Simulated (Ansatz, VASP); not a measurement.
## NaCl: VASP beside Ansatz

File INCAR:

```
SYSTEM = NaCl
PREC = Accurate
ENCUT = 520
EDIFF = 1E-6
ISMEAR = -1
SIGMA = 0.02
LREAL = .False.
LASPH = .True.
NELM = 60
ALGO = Normal
ISIF = 2
LWAVE = .False.
LCHARG = .False.
GGA = PE
NBANDS = 14
```

The input KPOINTS:

```
Automatic mesh
0
Gamma
  8 8 8
  0 0 0
```

POSCAR

```
NaCl
1.0
    3.5332341918      0.0000000000      0.0000000000
    0.0000000000      3.5332341918      0.0000000000
    0.0000000000      0.0000000000      3.4595458649
Na Cl
1 1
Direct
    0.0000000000      0.0000000000      0.0000000000
    0.5000000000      0.5000000000      0.5000000000
```

Input for Ansatz:

```yaml
crystal:
  lattice:
    - [3.5332341918, 0.0, 0.0]
    - [0.0, 3.5332341918, 0.0]
    - [0.0, 0.0, 3.4595458649]
  atoms:
    - { symbol: Na, position: [0.0, 0.0, 0.0] }
    - { symbol: Cl, position: [0.5, 0.5, 0.5] }
kpoints:
  mp_grid: { grid: [8, 8, 8] }
  band_path:
    path: [[0.0, 0.0, 0.0], [0.0, 0.5, 0.0], [0.5, 0.5, 0.0], [0.5, 0.5, 0.5]]
    npoints: 1
hamiltonian:
  xc: pbe
scf:
  occupations: { method: fermi_dirac, width: 0.02 }
  n_extra_bands: 4
output:
  forces: true
  stress: true
  eigenvalues: true
  write_density: true
  write_potential: true
  elf: true
  volumetric_format: npy
```

Change from the starting cell: biaxial_xy strain +2.1%.

Alike in both runs: task single point; functional PBE; k mesh 8 × 8 × 8; occupations fermi-dirac, width 0.02 eV; no spin polarisation.

```csv
,VASP,Ansatz
version,VASP 6.6.1,Ansatz 0.2.0
potentials or method,"VASP PAW PBE potentials, release 64 (Na_pv, Cl)","plane waves, PAW"
plane-wave cutoff (eV),520,420
valence electrons in the cell,14,16
```

```csv
,VASP,Ansatz,Ansatz less VASP
gap on the k mesh at the Fermi level (eV),3.87,3.87,0.000
pressure (GPa),-0.1,0.0,+0.05
largest component of the traceless stress (GPa),1.06,1.07,+0.003
```

The two sets of potentials don't hold the same shells in valence.

A k mesh can miss the band edges.
